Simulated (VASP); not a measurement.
Au: single point with PBE

The system is Au.

```
Au
1.0
     1.43271   -2.57038    0.00000
     1.43271    2.57038    0.00000
     0.00000    0.00000    4.89213
Au
2
Direct
  0.66395 0.33605 0.25000
  0.33605 0.66395 0.75000
```

This isn't the form of Au at room conditions, which is fcc.

```json
{
 "Program": "VASP 6.6.1",
 "Task": "single point",
 "Functional": "PBE",
 "Potentials or basis": "VASP PAW PBE potentials, release 64 (Au)",
 "Cutoff": "520 eV",
 "k mesh": "16 × 16 × 10",
 "Occupations": "gaussian, width 0.1 eV",
 "Spin": "no spin polarisation"
}
```

* Pressure: -0.2 GPa
* Band gap on the k mesh: none (metal or under the smearing width)

Forces in eV/Å, atoms in the order of the input:
```
Au   0.000  0.003  0.000
Au   0.000 -0.003  0.000
```

Levels at points of the mesh, in eV from the Fermi level:
```tsv
k point	band 9	band 10	band 11	band 12	band 13	band 14
(0.00, 0.00, 0.00)	-3.29	-2.13	-2.13	-0.86	2.44	14.52
(0.50, 0.00, 0.00)	-1.83	-1.68	0.44	1.60	5.72	7.13
(0.50, 0.50, 0.00)	-1.89	-1.72	0.27	1.21	5.48	6.72
(0.00, 0.00, 0.50)	-2.61	-2.61	-2.49	-2.49	10.30	10.30
(0.50, 0.00, 0.50)	-1.73	-1.73	0.71	0.71	3.83	3.83
(0.50, 0.50, 0.50)	-1.79	-1.79	0.37	0.37	3.44	3.44
```

Run time: 2.6 min on 1 thread of Intel(R) Xeon(R) Platinum 8488C (Sapphire Rapids), with other jobs on the host, peak memory 0.34 GiB.

The run has no spin-orbit coupling, so splittings on Au are missing.
